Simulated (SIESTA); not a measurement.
Te2Pt (Moncheite):

```
Pt Te
1.0
     4.01000    0.00000    0.00000
    -2.00500    3.47276    0.00000
     0.00000    0.00000    5.20100
Pt Te
1 2
Direct
  0.00000 0.00000 0.00000
  0.66667 0.33333 0.75000
  0.33333 0.66667 0.25000
```

```yaml
Program: SIESTA 5.4.2
Task: relaxation of cell and atoms
Functional: PBEsol
Potentials_or_basis: PseudoDojo 0.4 standard (PBEsol files)
Basis: DZP (energy shift 0.003 Ry; two zetas on semicore shells)
Grid_cutoff: 800 Ry
Energy_shift: 0.003 Ry
k_mesh: 6 × 6 × 4
Occupations: fermi-dirac, width 0.05 eV
Spin: no spin polarisation
```

At the start: pressure 7.1 GPa; volume 24.14 Å³/atom.

**Question.** How do energy, volume and symmetry change on relaxing?

**Answer.** Over 7 steps the energy falls by 45.4 meV/atom and the volume is 24.77 Å³/atom (+2.6 %); space group P-3m1 (No. 164, to 0.05 Å).

Step by step:
```csv
step,energy change (eV),largest force (eV/Å),pressure (GPa),volume (Å³)
1,0.0000,1.3930,7.11,72.43
2,-0.0842,0.8308,4.34,73.00
3,-0.1353,0.0817,0.70,73.90
4,-0.1359,0.0052,0.33,74.02
5,-0.1357,0.0118,0.35,73.96
6,-0.1363,0.0115,0.09,74.28
7,-0.1363,0.0078,0.04,74.32
```

Final structure:
```
CELL_PARAMETERS angstrom
4.04656 -0.00009 -0.00002
-2.02336 3.50438 0.00002
-0.00002 0.00001 5.24124
ATOMIC_POSITIONS crystal
Pt 0.00000 0.00000 0.00000
Te 0.66667 0.33333 0.73590
Te 0.33333 0.66667 0.26410
```

Caveat: short orbitals over semicore shells can move pressures by several GPa; the basis of atomic orbitals isn't converged, which shifts pressures, moduli and gaps.
